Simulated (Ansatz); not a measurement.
Wanted: the native input for an Ansatz 0.2.0 run.

```
Task                : single point
Functional          : PBEsol
Potentials or basis : Ansatz PAW
Cutoff              : 420 eV (not typed: the program's choice for these potentials)
k mesh              : 9 × 9 × 9
Occupations         : gaussian, width 0.02 eV
Spin                : no spin polarisation
```

Crystal: HfO2.

```xyz
3
Lattice="0.0000 2.5575 2.5575 2.5575 0.0000 2.5575 2.5575 2.5575 0.0000" Properties=species:S:1:pos:R:3 pbc="T T T"
Hf    0.0000    0.0000    0.0000
O     3.8363    3.8363    3.8363
O     1.2788    1.2788    1.2788
```

Measurements of this composition are mostly on another form, of space group No. 14.

One way to write it, as run:

input.yaml

```yaml
crystal:
  lattice:
    - [0.0, 2.5575, 2.5575]
    - [2.5575, 0.0, 2.5575]
    - [2.5575, 2.5575, 0.0]
  atoms:
    - { symbol: Hf, position: [0.0, 0.0, 0.0] }
    - { symbol: O, position: [0.75, 0.75, 0.75] }
    - { symbol: O, position: [0.25, 0.25, 0.25] }
hamiltonian:
  xc: pbesol
  pseudopotentials: { kind: paw }
kpoints:
  mp_grid: { grid: [9, 9, 9] }
scf:
  occupations: { method: gaussian, width: 0.02 }
output:
  forces: true
  stress: true
  eigenvalues: true
```

Potentials or basis: Ansatz PAW.

The run is started by

```console
$ ansatz run input.yaml --threads 2 --pin off --max-ram 5632MiB --backend cpu --events-out ev --progress --plain --runs-dir out
```

It gave:

| Quantity | Value |
| --- | --- |
| Pressure | -10.2 GPa |
| Band gap on the k mesh | 3.70 eV, indirect (least direct gap 3.82 eV) |

Caveat: odd divisions of the mesh miss points on the zone boundary, where band edges often lie, so the gap on the mesh can be too wide; the pressure holds a Pulay correction of +0.9 GPa for the finite cutoff; spin-orbit coupling is left out, which moves the levels of the heavy elements; the PAW data sets come from PBE, with cores solved anew for the run's functional, which leaves a small shift of forces and pressure.

Run time: 1.2 s on 2 threads of Arm Neoverse V1 (shared host), peak memory 0.31 GiB.
